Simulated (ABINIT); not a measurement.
## SiC (F-43m): G0W0 with ABINIT, start to end

How does a plane-wave GW calculation on SiC (F-43m) run from the first input to the gap?

Program: ABINIT 10.8.3. Level of theory: LDA and many-body steps on it, plane waves. Results are calculated unless marked as measured.

**What was measured.**

- Gap 2.4 eV: Tauc optical (indirect) gap of annealed polycrystalline 3C-SiC; UV-VIS spectroscopic ellipsometry, Tauc analysis; film (CVD ultrathin polycrystalline film, annealed, about 5 nm grains) (“On-Demand CMOS-Compatible Fabrication of Ultrathin Self-Aligned SiC Nanowire Arrays”, 2018, pmc:6267454).

- Gap 2.39 eV: band gap at cryogenic temperature; bulk crystal (literature value) (quoted in “Silicon carbide diodes for neutron detection”, 2020, arxiv:2009.14696).

### 1. The structure

The structure is cubic, space group F-43m (No. 216). The conventional cell has a = 4.358 Å, b = 4.358 Å, c = 4.358 Å, α = 90.00°, β = 90.00°, γ = 90.00°. Nearest to Si lie 4 C at 1.89 Å. C has 4 Si at 1.89 Å nearest. Farther neighbours are not listed.

The cell and positions come from the Crystallography Open Database and are kept as given unless a step says otherwise.

### 2. Ground state

This step: ABINIT 10.8.3; DFT, LDA, plane waves, norm-conserving pseudopotentials.

The ground-state density comes first.

The input, run.abi:

```
acell 3*1.0 Angstrom
rprim 
  -0.000000000000 2.179000000000 2.179000000000
  2.179000000000 -0.000000000000 2.179000000000
  2.179000000000 2.179000000000 -0.000000000000
ntypat 2
znucl 14 6
natom 2
typat 1 2
xred 
  0.000000000000 0.000000000000 0.000000000000
  0.250000000000 0.250000000000 0.250000000000
pp_dirpath "pseudos"
pseudos "Si.upf, C.upf"
ecut 37
ngkpt 8 8 8
nshiftk 1
shiftk 0 0 0
kptopt 1
chksymbreak 0
nband 9
occopt 1
tolvrs 1e-10
nstep 60
prtwf 0
indata_prefix "in"
outdata_prefix "out"
tmpdata_prefix "tmp"
```

Launch:

```sh
$ OMP_NUM_THREADS=1 mpirun -n 4 abinit run.abi > log
```

Numbers of over 12 decimals in the logs are rounded to 6 here.

What it wrote:

```text
.Version 10.8.3 of ABINIT. v10.8.2 released Aug 2026.

 Symmetries : space group F-4 3 m (#216); Bravais cF (face-center cubic)
================================================================================
 Values of the parameters that define the memory need of the present run
     intxc =       0    ionmov =       0      iscf =       7    lmnmax =       6
     lnmax =       6     mgfft =      32  mpssoang =       3    mqgrid =    3001
     natom =       2  nloc_mem =       1    nspden =       1   nspinor =       1
    nsppol =       1      nsym =      24    n1xccc =    2501    ntypat =       2
    occopt =       1   xclevel =       1
-    mband =           9        mffmem =           1         mkmem =           8
       mpw =        1514          nfft =       32768          nkpt =          29
================================================================================
  Rough estimation (10% accuracy) of disk space for files :
================================================================================

--------------------------------------------------------------------------------
------------- Echo of variables that govern the present computation ------------
--------------------------------------------------------------------------------
 -outvars: echo values of preprocessed input variables --------
            acell      1.8897261259E+00  1.8897261259E+00  1.8897261259E+00 Bohr

      chksymbreak           0
             ecut      3.70000000E+01 Hartree
-          fftalg         312

              ixc       -1012
              kpt      0.00000000E+00  0.00000000E+00  0.00000000E+00
                       1.25000000E-01  0.00000000E+00  0.00000000E+00
                       2.50000000E-01  0.00000000E+00  0.00000000E+00
                       3.75000000E-01  0.00000000E+00  0.00000000E+00
                       5.00000000E-01  0.00000000E+00  0.00000000E+00
                       1.25000000E-01  1.25000000E-01  0.00000000E+00
                       2.50000000E-01  1.25000000E-01  0.00000000E+00
                       3.75000000E-01  1.25000000E-01  0.00000000E+00
                       5.00000000E-01  1.25000000E-01  0.00000000E+00
   [... 18 further rows ...]
                      -3.75000000E-01  5.00000000E-01  1.25000000E-01
                      -2.50000000E-01  5.00000000E-01  2.50000000E-01
         kptrlatt        8    0    0      0    8    0      0    0    8
          kptrlen      4.65866071E+01
P           mkmem           8
            natom           2
            nband           9
            ngfft          32      32      32
             nkpt          29
            nstep          60
             nsym          24
           ntypat           2
              occ      2.000000  2.000000  2.000000  2.000000  0.000000  0.000000
[...]
prtwf           0
            rprim     -0.0000000000E+00  2.1790000000E+00  2.1790000000E+00
[...]
spgroup         216

           tolvrs      1.00000000E-10

             xred      0.0000000000E+00  0.0000000000E+00  0.0000000000E+00
[...]
znucl       14.00000    6.00000

================================================================================

 chkinp: Checking input parameters for consistency.

================================================================================
== DATASET  1 ==================================================================
-   mpi_nproc: 4, omp_nthreads: 1 (-1 if OMP is not activated)

--- !DatasetInfo
iteration_state: {dtset: 1, }
dimensions: {natom: 2, nkpt: 29, mband: 9, nsppol: 1, nspinor: 1, nspden: 1, mpw: 1514, }
cutoff_energies: {ecut:  37.0, pawecutdg:  -1.0, }
electrons: {nelect:   8.00000000E+00, charge:   0.00000000E+00, occopt:   1.00000000E+00, tsmear:   1.00000000E-02, }

 Real(R)+Recip(G) space primitive vectors, cartesian coordinates (Bohr,Bohr^-1):
 R(1)=  0.0000000  4.1177132  4.1177132  G(1)= -0.1214266  0.1214266  0.1214266
 R(2)=  4.1177132  0.0000000  4.1177132  G(2)=  0.1214266 -0.1214266  0.1214266
 R(3)=  4.1177132  4.1177132  0.0000000  G(3)=  0.1214266  0.1214266 -0.1214266
 Unit cell volume ucvol=  1.3963629E+02 bohr^3
 Angles (23,13,12)=  6.00000000E+01  6.00000000E+01  6.00000000E+01 degrees

 getcut: wavevector=  0.0000  0.0000  0.0000  ngfft=  32  32  32
         ecut(hartree)=     37.000   => boxcut(ratio)=   2.00684

--- Pseudopotential description ------------------------------------------------
- Si Generated using ONCVPSP code by D. R. Hamann
- 14.00000   4.00000  180309                  znucl, zion, pspdat
12 -1012 2 -1 1510                            pspcod,pspxc,lmax,lloc,mmax
     nproj     2     2     2
  pspatm : epsatm=    6.67003958
         --- l  ekb(1:nproj) -->
[...]
pspatm: atomic psp has been read  and splines computed

- C Generated using ONCVPSP code by D. R. Hamann
-  6.00000   4.00000  180309                  znucl, zion, pspdat
12 -1012 1 -1 1234                            pspcod,pspxc,lmax,lloc,mmax
     nproj     2     2     0
  pspatm : epsatm=    4.35103003
         --- l  ekb(1:nproj) -->
[...]
1   -4.185684   -0.892924
 pspatm: atomic psp has been read  and splines computed

   8.81685569E+01                                ecore*ucvol(ha*bohr**3)
--------------------------------------------------------------------------------

_setup2: Arith. and geom. avg. npw (full set) are    1500.803    1500.779

================================================================================

--- !BeginCycle
iteration_state: {dtset: 1, }
solver: {iscf: 7, nstep: 60, nline: 4, wfoptalg: 0, }
tolerances: {tolvrs: 1.00E-10, }

     iter   Etot(hartree)      deltaE(h)  residm     vres2
 ETOT  1  -10.207468432090    -1.021E+01 1.602E-01 4.027E+02
 ETOT  2  -10.269830172932    -6.236E-02 1.534E-02 1.806E+02
 ETOT  3  -10.316336686876    -4.651E-02 7.164E-02 1.939E-01
 ETOT  4  -10.316376261104    -3.957E-05 2.117E-02 1.694E-03
 ETOT  5  -10.316376500690    -2.396E-07 2.633E-03 6.699E-05
 ETOT  6  -10.316376510069    -9.379E-09 8.757E-03 3.250E-07
 ETOT  7  -10.316376510114    -4.431E-11 3.396E-04 2.456E-09
 ETOT  8  -10.316376510114    -4.814E-13 8.293E-04 3.609E-11

 At SCF step    8       vres2   =  3.61E-11 < tolvrs=  1.00E-10 =>converged.

 Cartesian components of stress tensor (hartree/bohr^3)
  sigma(1 1)=  1.77004703E-04  sigma(3 2)=  0.00000000E+00
  sigma(2 2)=  1.77004703E-04  sigma(3 1)=  0.00000000E+00
  sigma(3 3)=  1.77004703E-04  sigma(2 1)=  0.00000000E+00

--- !ResultsGS
iteration_state: {dtset: 1, }
comment   : Summary of ground state results
lattice_vectors:
- [ -0.0000000,   4.1177132,   4.1177132, ]
- [  4.1177132,  -0.0000000,   4.1177132, ]
- [  4.1177132,   4.1177132,  -0.0000000, ]
lattice_lengths: [   5.82333,    5.82333,    5.82333, ]
lattice_angles: [ 60.000,  60.000,  60.000, ] # degrees, (23, 13, 12)
lattice_volume:   1.3963629E+02
convergence: {deltae: -4.814E-13, res2:  3.609E-11, residm:  8.293E-04, diffor: null, }
etotal    :  -1.03163765E+01
entropy   :   0.00000000E+00
fermie    :   2.61161438E-01
cartesian_stress_tensor: # hartree/bohr^3
- [  1.77004703E-04,   0.00000000E+00,   0.00000000E+00, ]
- [  0.00000000E+00,   1.77004703E-04,   0.00000000E+00, ]
- [  0.00000000E+00,   0.00000000E+00,   1.77004703E-04, ]
pressure_GPa:  -5.2077E+00
xred      :
- [  0.0000E+00,   0.0000E+00,   0.0000E+00, Si]
- [  2.5000E-01,   2.5000E-01,   2.5000E-01,  C]
cartesian_forces: # hartree/bohr
- [ -0.00000000E+00,  -0.00000000E+00,  -0.00000000E+00, ]
- [ -0.00000000E+00,  -0.00000000E+00,  -0.00000000E+00, ]
force_length_stats: {min:   0.00000000E+00, max:   0.00000000E+00, mean:   0.00000000E+00, }

 Integrated electronic density in atomic spheres:
 ------------------------------------------------
 Atom  Sphere_radius  Integrated_density
    1        2.00000          1.94546494
    2        2.00000          4.20941713
================================================================================

 ----iterations are completed or convergence reached----

 Mean square residual over all n,k,spin=   31.972E-07; max=  82.925E-05
 reduced coordinates (array xred) for    2 atoms
       0.000000000000      0.000000000000      0.000000000000
       0.250000000000      0.250000000000      0.250000000000
 rms dE/dt=  0.0000E+00; max dE/dt=  0.0000E+00; dE/dt below (all hartree)
    1       0.000000000000      0.000000000000      0.000000000000
    2       0.000000000000      0.000000000000      0.000000000000

 cartesian coordinates (angstrom) at end:
    1      0.000000     0.000000     0.000000
    2      1.089500     1.089500     1.089500

 cartesian forces (hartree/bohr) at end:
    1     -0.000000    -0.000000    -0.000000
    2     -0.000000    -0.000000    -0.000000
 frms,max,avg= 0.0000000E+00 0.0000000E+00   0.000E+00  0.000E+00  0.000E+00 h/b

 cartesian forces (eV/Angstrom) at end:
    1     -0.000000    -0.000000    -0.000000
    2     -0.000000    -0.000000    -0.000000
 frms,max,avg= 0.0000000E+00 0.0000000E+00   0.000E+00  0.000E+00  0.000E+00 e/A
 length scales=  1.889726125908  1.889726125908  1.889726125908 bohr
              =  1.000000000000  1.000000000000  1.000000000000 angstroms
 prteigrs : about to open file out_EIG
 Fermi (or HOMO) energy (hartree) =   0.26116   Average Vxc (hartree)=  -0.42137
 Eigenvalues (hartree) for nkpt=  29  k points:
 kpt#   1, nband=  9, wtk=  0.00195, kpt=  0.0000  0.0000  0.0000 (reduced coord)
  -0.30203    0.26116    0.26116    0.26116    0.49215    0.52586    0.52586    0.52586
   0.79394
 prteigrs : prtvol=0 or 1, do not print more k-points.

--- !EnergyTerms
iteration_state     : {dtset: 1, }
comment             : Components of total free energy in Hartree
kinetic             :  5.91848961843548E+00
hartree             :  1.15542790260185E+00
xc                  : -3.77802535354891E+00
Ewald energy        : -1.04656108775139E+01
psp_core            :  6.31415798608943E-01
local_psp           : -4.07529862783786E+00
non_local_psp       :  2.97225029140082E-01
total_energy        : -1.03163765101143E+01
total_energy_eV     : -2.80722905875685E+02
band_energy         :  3.63837565426877E-01

 Cartesian components of stress tensor (hartree/bohr^3)
  sigma(1 1)=  1.77004703E-04  sigma(3 2)=  0.00000000E+00
  sigma(2 2)=  1.77004703E-04  sigma(3 1)=  0.00000000E+00
  sigma(3 3)=  1.77004703E-04  sigma(2 1)=  0.00000000E+00

-Cartesian components of stress tensor (GPa)         [Pressure= -5.2077E+00 GPa]
- sigma(1 1)=  5.20765814E+00  sigma(3 2)=  0.00000000E+00
- sigma(2 2)=  5.20765814E+00  sigma(3 1)=  0.00000000E+00
- sigma(3 3)=  5.20765814E+00  sigma(2 1)=  0.00000000E+00

== END DATASET(S) ==============================================================
================================================================================

 -outvars: echo values of variables after computation  --------
           etotal     -1.0316376510E+01
            nband           9
             nkpt          29
          spgroup         216
 [... the other variables as echoed above ...]

 Calculation completed.
```

Run time: 4 s. Hardware: 4 MPI ranks of Arm Neoverse V1, shared host; peak memory 0.25 GiB.

This step gave:

```yaml
total_energy: -280.7229 eV
gap: 1.327 eV
k_of_the_valence_top: 0, 0, 0
k_of_the_conduction_bottom: 0.5, 0.5, 0
least_direct_gap: 4.526 eV
pressure: -5.208 GPa
```

The gap is indirect, with the least direct gap 3.20 eV higher.

The cutoff was set for levels, not for stress, so the pressure can be off by some GPa.

(Continued in part 2 of 3.)

[Paths, hosts, dates, memory and timing lines, banners, echoed tables and standing remarks are left out of the program output.]

[Logs are printed without paths, hosts, clocks, repeated set-up lines and the standing remarks that a program may print on its own settings, such as how far it seeks lower states.]

[Runs of the session that timed out or met a known fault of the program may be left out.]

[Hosts, paths, dates, database ids (printed as entryN), source tags and the programs' standing remarks are cut or masked in the printed files.]

[G0W0 gaps are taken among the corrected bands and points alone; a level outside them can change the order at an edge.]

[Where Ansatz stands beside ABINIT at settings called matched, ABINIT's density can come from a denser mesh and the files from another edition; pairs whose starting gaps differed by over 0.03 eV were left out, so agreement reads better than it is.]
